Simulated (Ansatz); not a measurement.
Crystal: TiB.

```xyz
8
Lattice="6.1200 0.0000 0.0000 0.0000 3.0600 0.0000 0.0000 0.0000 4.5600" Properties=species:S:1:pos:R:3 pbc="T T T"
Ti    4.1432    0.7650    1.7191
Ti    1.9768    2.2950    2.8409
Ti    5.0368    2.2950    3.9991
Ti    1.0832    0.7650    0.5609
B     3.2375    0.7650    4.0903
B     2.8825    2.2950    0.4697
B     5.9425    2.2950    1.8103
B     0.1775    0.7650    2.7497
```

Base run:

- Program: Ansatz 0.2.0
- Functional: LDA
- Potentials or basis: Ansatz PAW
- Cutoff: 420 eV
- Density cutoff: 1680 eV
- k mesh: 5 × 9 × 6
- Occupations: fermi-dirac, width 0.05 eV
- Spin: no spin polarisation

Its results: band gap on the k mesh none (metal or under the smearing width); pressure -11.0 GPa; largest force 0.346 eV/Å.

Task: The run is repeated on the same cell with these changes: functional from LDA to r2SCAN; cutoff from 420 eV to 500 eV; density cutoff from 1680 eV to 2000 eV. What comes out?

Result: Band gap on the k mesh none (metal or under the smearing width); pressure -1.9 GPa; largest force 0.262 eV/Å.

Caveats: the PAW data sets come from PBE, with cores solved anew for the run's functional, which leaves a small shift of forces and pressure.

Not every run made on this cell is shown here.
